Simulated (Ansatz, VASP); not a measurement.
Given: the input of a run of Ansatz 0.2.0 on Zn.

The input input.yaml:

```yaml
crystal:
  lattice:
    - [2.7051356082, 0.0, 0.0]
    - [-1.3525678041, 2.3427161574, 0.0]
    - [0.0, 0.0, 5.0313495994]
  atoms:
    - { symbol: Zn, position: [0.6666666667, 0.3333333333, 0.75] }
    - { symbol: Zn, position: [0.3333333333, 0.6666666667, 0.25] }
hamiltonian:
  xc: pbesol
  pseudopotentials: { kind: paw }
kpoints:
  mp_grid: { grid: [11, 11, 6] }
scf:
  occupations: { method: fermi_dirac, width: 0.05 }
output:
  forces: true
  stress: true
  eigenvalues: true
```

Potentials or basis: Ansatz PAW.

Launch:

```bash
$ ansatz run input.yaml --threads 1 --pin off --max-ram 3584MiB --backend cpu --events-out ev --progress --plain --runs-dir out
```

Task: Translate it to VASP 6.6.1. Potentials there: VASP PAW PBE potentials, release 64 (Zn).

Result: As run (the cutoff follows the program's own potentials):

File INCAR:

```
SYSTEM = Zn
PREC = Accurate
ENCUT = 520
EDIFF = 1E-7
ISMEAR = -1
SIGMA = 0.05
LREAL = .False.
LASPH = .True.
NELM = 100
ALGO = Normal
ISIF = 2
LWAVE = .False.
LCHARG = .False.
GGA = PS
NBANDS = 19
```

The input KPOINTS:

```
Automatic mesh
0
Gamma
  11 11 6
  0 0 0
```

POSCAR

```
Zn
1.0
    2.7051356082      0.0000000000      0.0000000000
   -1.3525678041      2.3427161574      0.0000000000
    0.0000000000      0.0000000000      5.0313495994
Zn
2
Direct
    0.6666666667      0.3333333333      0.7500000000
    0.3333333333      0.6666666667      0.2500000000
```

Potentials or basis: VASP PAW PBE potentials, release 64 (Zn).

Command:

```sh
$ cat potpaw_PBE.64/Zn/POTCAR > POTCAR
$ mpirun -np 1 vasp_std > vasp.out
```

Both were run:

|  | VASP | Ansatz | Ansatz less VASP |
| --- | --- | --- | --- |
| gap on the k mesh at the Fermi level (eV) | none | none | - |
| pressure (GPa) | -7.5 | -7.8 | -0.29 |
| largest component of the traceless stress (GPa) | 0.63 | 0.75 | +0.117 |

A gap of «none» marks a metal or a gap that the smearing closes. The functional is the same, so the differences come from potentials, cutoffs and numerics.

Caveats: the PAW data sets were made with another functional, which shifts forces and pressure a little (VASP); the PAW data sets come from PBE, with cores solved anew for the run's functional, which leaves a small shift of forces and pressure (Ansatz).
